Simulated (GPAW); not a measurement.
Input of a GPAW 26.7.0 run:

Contents of run.py:

```python
from ase.dft.bandgap import bandgap
from ase.io import read, write
from ase.units import GPa
from gpaw import GPAW, PW

atoms = read('POSCAR')

calc = GPAW(mode=PW(650),
            xc='PBE',
            kpts={'size': (8, 8, 8), 'gamma': True},
            occupations={'name': 'fermi-dirac', 'width': 0.05},
            nbands=19,
            maxiter=120,
            txt='gpaw.txt')
atoms.calc = calc
energy = atoms.get_potential_energy()
forces = atoms.get_forces()
stress = atoms.get_stress()
calc.write('gs.gpw')
write('result.traj', atoms)
print(f'Energy: {energy:.6f} eV')
print('Forces (eV/A):')
print(forces.round(4))
print('Stress (GPa):', (stress / GPa).round(3))
print('Fermi level:', round(calc.get_fermi_level(), 4), 'eV')
print(f'Gap: {bandgap(calc)[0]:.4f} eV, direct: {bandgap(calc, direct=True)[0]:.4f} eV')
```

The input POSCAR:

```
WC
1.0
    0.0000000000      2.1926840000      2.1926840000
    2.1926840000      0.0000000000      2.1926840000
    2.1926840000      2.1926840000      0.0000000000
W C
1 1
Direct
    0.0000000000      0.0000000000      0.0000000000
    0.5000000000      0.5000000000      0.5000000000
```

Potentials or basis: GPAW PAW data sets (gpaw-data 1.2.1), pw.

Command:

```bash
$ OMP_NUM_THREADS=1 python run.py
```

Question: Predict the band gap on the k mesh.

Answer: None (metal or under the smearing width).

Question: What does it give for the pressure?

Answer: -1.2 GPa.

Caveat: the cutoff is short for stress and forces, so pressures can be off by a GPa or more. The run has no spin-orbit coupling, so splittings on W are missing.
